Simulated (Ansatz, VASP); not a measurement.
SiC in VASP and in Ansatz

```
Si C
1.0
     2.93440    0.00000    0.00000
    -1.46720    2.54126    0.00000
     0.00000    0.00000   10.61320
Si C
4 4
Direct
  0.66667 0.33333 0.93783
  0.33333 0.66667 0.43783
  0.00000 0.00000 0.68790
  0.00000 0.00000 0.18790
  0.66667 0.33333 0.74982
  0.33333 0.66667 0.24982
  0.00000 0.00000 0.50045
  0.00000 0.00000 0.00045
```

Alike in both runs: task single point; functional PBEsol; k mesh 12 × 12 × 4; occupations gaussian, width 0.05 eV; no spin polarisation.

|  | VASP | Ansatz |
| --- | --- | --- |
| version | VASP 6.6.1 | Ansatz 0.2.0 |
| potentials or method | VASP PAW PBE potentials, release 64 (Si, C) | scalar-relativistic, plane waves, PAW |
| plane-wave cutoff (eV) | 520 | 520 |
| valence electrons in the cell | 32 | 32 |

|  | VASP | Ansatz | Ansatz less VASP |
| --- | --- | --- | --- |
| gap on the k mesh at the Fermi level (eV) | 1.51 | 1.52 | +0.013 |
| least direct gap on the mesh (eV) | 2.94 | 2.96 | +0.019 |
| pressure (GPa) | 14.3 | 13.9 | -0.37 |
| largest component of the traceless stress (GPa) | 38.47 | 38.17 | -0.296 |
| rms of the force components (eV/Å) | 0.474 | 0.467 | -0.0071 |

Atom by atom the forces differ by 0.007 eV/Å (rms over components). The functional is the same, so the differences come from potentials, cutoffs and numerics. Ansatz warned: «pseudo_functional_mismatch».

Caveats: the PAW data sets were made with another functional, which shifts forces and pressure a little (VASP). A hybrid or GW would open this gap; PBEsol tends to underestimate it. A k mesh can miss the band edges.
